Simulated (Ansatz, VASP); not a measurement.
**Al2O3: VASP beside Ansatz**

The input INCAR:

```
  ALGO = Normal
  EDIFF = 1E-6
  ENCUT = 520
  GGA = PS
  ISIF = 2
  ISMEAR = 0
  LASPH = T
  LCHARG = T
  LELF = T
  LREAL = F
  LVHAR = T
  LWAVE = F
  NBANDS = 20
  NELM = 100
  PREC = Accurate
  SIGMA = 0.05
```

The input KPOINTS:

```
k-points
0
Gamma
  12 12 4
```

Contents of POSCAR:

```
Al2O3
1.0
    3.1381818458      0.0000000000      0.0000000000
   -1.5690909229      2.7177452001      0.0000000000
    0.0000000000      0.0000000000      7.5746360022
Al O
2 3
Direct
    0.0000000000      0.0000000000      0.2779510000
    0.0000000000      0.0000000000      0.7220490000
    0.3333333333      0.6666666667      0.1994540000
    0.6666666667      0.3333333333      0.8005460000
    0.0000000000      0.0000000000      0.5000000000
```

Input for Ansatz:

```yaml
crystal:
  lattice:
    - [3.1381818458, 0.0, 0.0]
    - [-1.5690909229, 2.7177452001, 0.0]
    - [0.0, 0.0, 7.5746360022]
  atoms:
    - { symbol: Al, position: [0.0, 0.0, 0.277951] }
    - { symbol: Al, position: [0.0, 0.0, 0.722049] }
    - { symbol: O, position: [0.3333333333, 0.6666666667, 0.199454] }
    - { symbol: O, position: [0.6666666667, 0.3333333333, 0.800546] }
    - { symbol: O, position: [0.0, 0.0, 0.5] }
basis:
  ecutwfc: 420
kpoints:
  mp_grid: { grid: [12, 12, 4] }
hamiltonian:
  xc: pbesol
scf:
  occupations: { method: gaussian, width: 0.05 }
output:
  forces: true
  stress: true
  eigenvalues: true
```

Change from the starting cell: strain +0.040 along x and y, +0.000 along z, atoms carried along.

Alike in both runs: task single point; functional PBEsol; k mesh 12 × 12 × 4; occupations gaussian, width 0.05 eV; no spin polarisation.

|  | VASP | Ansatz |
| --- | --- | --- |
| version | VASP 6.6.1 | Ansatz 0.2.0 |
| potentials or method | VASP PAW PBE potentials, release 64 (Al, O) | scalar-relativistic, plane waves, PAW |
| plane-wave cutoff (eV) | 520 | 420 |
| valence electrons in the cell | 24 | 24 |

```tsv
	VASP	Ansatz	Ansatz less VASP
gap on the k mesh at the Fermi level (eV)	2.04	2.05	+0.013
least direct gap on the mesh (eV)	2.04	2.05	+0.013
pressure (GPa)	-12.7	-12.8	-0.11
largest component of the traceless stress (GPa)	9.08	8.70	-0.385
rms of the force components (eV/Å)	0.300	0.284	-0.0162
```

Atom by atom the forces differ by 0.029 eV/Å (rms over components). With one functional, cell and mesh, what is left measures potentials, basis and numerics.

Caveats: the PAW data sets were made with another functional, which shifts forces and pressure a little (VASP). A k mesh can miss the band edges.
